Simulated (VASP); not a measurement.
Runs of VASP 6.6.1 on BaS. The structure is cubic, space group Fm-3m (No. 225). The conventional cell has a = 6.388 Å, b = 6.388 Å, c = 6.388 Å, α = 90.00°, β = 90.00°, γ = 90.00°. Around Ba (site symmetry m-3m) lie 6 S at 3.19 Å. S (site symmetry m-3m) has 6 Ba at 3.19 Å as nearest neighbours. 

```tsv
task	level	potentials or basis	cell	cutoff (eV)	smearing	gap on the mesh (eV)	pressure (GPa)	relaxed volume (Å³/atom)
band structure	PBE	VASP PAW PBE potentials, release 54 (Ba_sv, S)	as given	520	fermi-dirac 0.05 eV	2.17	1.4	-
relaxation of cell and atoms	PBE+D4	VASP PAW PBE potentials, release 64 (Ba_sv, S)	relaxed	600	fermi-dirac 0.05 eV	2.17	0.0	32.74
relaxation of cell and atoms	PBEsol+D3	VASP PAW PBE potentials, release 64 (Ba_sv, S)	relaxed	600	fermi-dirac 0.05 eV	1.99	0.0	31.62
band structure	PBE	VASP PAW PBE potentials, release 64 (Ba_sv, S_h)	as given	900	fermi-dirac 0.05 eV	2.17	1.4	-
relaxation of cell and atoms	PBE+D3(BJ)	VASP PAW PBE potentials, release 64 (Ba_sv, S)	relaxed	600	fermi-dirac 0.05 eV	2.17	0.0	-
relaxation of cell and atoms	PBE+rVV10	VASP PAW PBE potentials, release 64 (Ba_sv, S)	relaxed	600	fermi-dirac 0.05 eV	2.12	0.0	(a)
relaxation of cell and atoms	PBEsol+D3(BJ)	VASP PAW PBE potentials, release 64 (Ba_sv, S)	relaxed	600	fermi-dirac 0.05 eV	1.96	0.0	(b)
relaxation of cell and atoms	PBE	VASP PAW PBE potentials, release 64 (Ba_sv, S_h)	relaxed	980	fermi-dirac 0.05 eV	2.22	0.0	33.65
single point	PBE	VASP PAW PBE potentials, release 64 (Ba_sv, S)	as given	520	gaussian 0.029 eV	2.17	1.4	-
relaxation of cell and atoms	PBE+D3	VASP PAW PBE potentials, release 64 (Ba_sv, S)	relaxed	600	fermi-dirac 0.05 eV	2.18	0.0	32.91
relaxation of cell and atoms	PBE	VASP PAW PBE potentials, release 54 (Ba_sv, S)	relaxed	600	fermi-dirac 0.05 eV	2.22	0.0	33.65
single point	PBE	VASP PAW PBE potentials, release 64 (Ba_sv, S)	as given	520	gaussian 0.028 eV	2.17	1.4	-
```

Alike in all rows: no spin polarisation; k mesh 7 × 7 × 7.

Fill in the values left out.

(a) 33.05; (b) 31.10.

Caveats: spin-orbit coupling is left out, which moves the levels of the heavy elements; an odd mesh through Γ misses points on the zone boundary, where band edges often lie (some runs); the PAW data sets were made with another functional, which shifts forces and pressure a little (some runs); the relaxation stopped at its first step, so nothing moved (some runs).

A k mesh can miss the band edges, and the runs leave out spin-orbit coupling on Ba.
